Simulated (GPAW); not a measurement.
Write an ASE script for GPAW 26.7.0 that does the following.

| Quantity | Value |
| --- | --- |
| Task | relaxation of cell and atoms |
| Functional | PBEsol |
| Potentials or basis | PAW data sets generated in the run's folder for this functional |
| Cutoff | 800 eV |
| Basis | pw |
| k mesh | 13 × 13 × 13 |
| Occupations | fermi-dirac, width 0.05 eV |
| Spin | no spin polarisation |
| Target pressure | -1 GPa |
| Maxiter | 150 |
| Optimizer | FIRE |
| Fmax | 0.05 eV/Å |
| Max steps | 100 |
| Target pressure | -1 GPa |
| Convergence | density=1e-05 forces=0.0001 |

The structure of BN lies in BN.xyz:

```xyz
2
Lattice="0.0000000000 1.8130010000 1.8130010000 1.8130010000 0.0000000000 1.8130010000 1.8130010000 1.8130010000 0.0000000000" Properties=species:S:1:pos:R:3 pbc="T T T"
N      0.9065005000      0.9065005000      0.9065005000
B      0.0000000000      0.0000000000      0.0000000000
```

The cell is a database's computed one.

One way to write it, as run:

run.py

```python
from ase.filters import FrechetCellFilter
from ase.io import read, write
from ase.optimize import FIRE
from ase.units import GPa
from gpaw import GPAW, PW, setup_paths

setup_paths.insert(0, '.')

atoms = read('BN.xyz')

calc = GPAW(mode=PW(800),
            xc='PBEsol',
            kpts={'size': (13, 13, 13), 'gamma': True},
            occupations={'name': 'fermi-dirac', 'width': 0.05},
            nbands=11,
            convergence={'density': 1e-05, 'forces': 0.0001},
            maxiter=150,
            txt='gpaw.txt')
atoms.calc = calc
opt = FIRE(FrechetCellFilter(atoms, scalar_pressure=-1 * GPa), trajectory='relax.traj', logfile='-')
done = opt.run(fmax=0.05, steps=100)
calc.write('gs.gpw')
write('result.traj', atoms)
print('Converged:', done)
print('Cell:', atoms.cell.cellpar().round(4))
print('Volume:', round(atoms.get_volume(), 4))
print(atoms.get_scaled_positions().round(5))
```

Potentials or basis: PAW data sets generated in the run's folder for this functional, pw.

Command:

```console
$ gpaw-setup -f PBEsol B N
$ OMP_NUM_THREADS=1 python run.py
```

It gave:

- Relaxed volume: 5.85 Å³/atom
- Relaxed cell: a = 2.548 Å, b = 2.548 Å, c = 2.548 Å, α = 60.00°, β = 60.00°, γ = 60.00°
- Space group after relaxing (to 0.05 Å): F-43m (No. 216)
- Energy change on relaxing (the enthalpy is what falls): -1.9 meV/atom
- Ionic steps: 4
- Pressure after relaxing: -0.7 GPa
- Band gap on the k mesh: 4.37 eV, indirect (least direct gap 8.81 eV)

Caveat: later steps reuse the first step's grids; an odd mesh through Γ misses points on the zone boundary, where band edges often lie.

It took 51 s on 1 thread of Arm Neoverse V1, on a shared host, peak memory 0.17 GiB.
